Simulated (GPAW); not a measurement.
Set up this calculation in GPAW 26.7.0, as an ASE script.

```
Task                : relaxation of cell and atoms
Functional          : PBEsol
Potentials or basis : PAW data sets generated in the run's folder for this functional
Cutoff              : 600 eV
Basis               : pw
k mesh              : 5 × 5 × 3
Occupations         : fermi-dirac, width 0.05 eV
Spin                : no spin polarisation
Maxiter             : 150
Optimizer           : BFGS
Fmax                : 0.02 eV/Å
Max steps           : 60
Convergence         : density=1e-05 forces=0.0001
```

CdSe (Cadmoselite):

```xyz
4
Lattice="4.3000 0.0000 0.0000 -2.1500 3.7239 0.0000 0.0000 0.0000 7.0200" Properties=species:S:1:pos:R:3 pbc="T T T"
Cd    2.1500    1.2413    3.5100
Cd    0.0000    2.4826    0.0000
Se    2.1500    1.2413    6.2127
Se    0.0000    2.4826    2.7027
```

One way to write it, as run:

run.py

```python
from ase import Atoms
from ase.filters import FrechetCellFilter
from ase.io import write
from ase.optimize import BFGS
from gpaw import GPAW, PW, setup_paths

setup_paths.insert(0, '.')

atoms = Atoms(['Cd', 'Cd', 'Se', 'Se'],
              cell=[[4.3, 0.0, 0.0],
                    [-2.15, 3.7239092363, 0.0],
                    [0.0, 0.0, 7.02]],
              scaled_positions=[[0.6666666667, 0.3333333333, 0.5],
                                [0.3333333333, 0.6666666667, 0.0],
                                [0.6666666667, 0.3333333333, 0.885],
                                [0.3333333333, 0.6666666667, 0.385]],
              pbc=True)

calc = GPAW(mode=PW(600),
            xc='PBEsol',
            kpts={'size': (5, 5, 3), 'gamma': True},
            occupations={'name': 'fermi-dirac', 'width': 0.05},
            nbands=31,
            convergence={'density': 1e-05, 'forces': 0.0001},
            maxiter=150,
            txt='gpaw.txt')
atoms.calc = calc
opt = BFGS(FrechetCellFilter(atoms), trajectory='relax.traj', logfile='-')
done = opt.run(fmax=0.02, steps=60)
calc.write('gs.gpw')
write('result.traj', atoms)
print('Converged:', done)
print('Cell:', atoms.cell.cellpar().round(4))
print('Volume:', round(atoms.get_volume(), 4))
print(atoms.get_scaled_positions().round(5))
```

Potentials or basis: PAW data sets generated in the run's folder for this functional, pw.

Launch:

```bash
$ gpaw-setup -f PBEsol Cd Se
$ OMP_NUM_THREADS=1 python run.py
```

It gave:

The relaxed volume is 28.01 Å³/atom. The relaxed cell is a = 4.298 Å, b = 4.298 Å, c = 7.003 Å, α = 90.00°, β = 90.00°, γ = 120.00°, the space group after relaxing (to 0.05 Å) is P6_3mc (No. 186) and the energy gained by relaxing is 4.7 meV/atom. The ionic steps are 10 and the pressure after relaxing is 0.1 GPa. The largest force after relaxing is 0.009 eV/Å and the band gap on the k mesh is 0.54 eV, direct.

Caveat: later steps reuse the first step's grids.

Run time: 3.9 min on 1 thread of Arm Neoverse V1, on a shared host, peak memory 0.26 GiB.
